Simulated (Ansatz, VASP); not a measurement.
**CaO in VASP and in Ansatz**

```
Ca O
1.0
     2.90321    0.00000    0.00000
     0.00000    2.90321    0.00000
     0.00000    0.00000    2.90321
Ca O
1 1
Direct
  0.00000 0.00000 0.00000
  0.50000 0.50000 0.50000
```

Alike in both runs: task single point; functional PBE-based screened hybrid; k mesh 4 × 4 × 4; no spin polarisation.

```csv
,VASP,Ansatz
version,VASP 6.6.1,Ansatz 0.2.0
potentials or method,"VASP PAW PBE potentials, release 64 (Ca_sv, O)",plane waves
plane-wave cutoff (eV),520,420
occupations,"gaussian, width 0.01 eV",fixed
valence electrons in the cell,16,16
```

|  | VASP | Ansatz | Ansatz less VASP |
| --- | --- | --- | --- |
| gap on the k mesh at the Fermi level (eV) | 3.76 | 3.77 | +0.010 |
| pressure (GPa) | 2.5 | 1.8 | -0.74 |

Ansatz warned: «stress_exchange_threshold_loose».

Caveats: the k mesh is coarse (spacing up to 0.54 Å⁻¹), so the values aren't converged; the PAW data sets were made with another functional, which shifts forces and pressure a little (VASP). A k mesh can miss the band edges.
